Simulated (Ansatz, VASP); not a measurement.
**ZnO (zincite) in VASP and in Ansatz**

```xyz
4
Lattice="3.2795 0.0000 0.0000 -1.6397 2.8401 0.0000 0.0000 0.0000 5.2933" Properties=species:S:1:pos:R:3 pbc="T T T"
Zn    0.0000    1.8934    2.6465
Zn    1.6397    0.9467   -0.0002
O     1.6397    0.9467    2.0064
O     0.0000    1.8934    4.6530
```

Alike in both runs: task single point; functional PBE; k mesh 9 × 9 × 6; occupations gaussian, width 0.01 eV; no spin polarisation.

```csv
,VASP,Ansatz
version,VASP 6.6.1,Ansatz 0.2.0
potentials or method,"VASP PAW PBE potentials, release 64 (Zn, O)","scalar-relativistic, plane waves, PAW"
plane-wave cutoff (eV),520,420
valence electrons in the cell,36,36
```

VASP gave:

| Property | Result |
| --- | --- |
| gap on the k mesh at the Fermi level (eV) | 0.73 |
| least direct gap on the mesh (eV) | 0.73 |
| pressure (GPa) | 0.9 |

Problem. Estimate Ansatz's values.

Solution. gap on the k mesh at the Fermi level (eV): 0.74; least direct gap on the mesh (eV): 0.74; pressure (GPa): 0.0.

As with any semilocal functional, this PBE gap is likely too small.
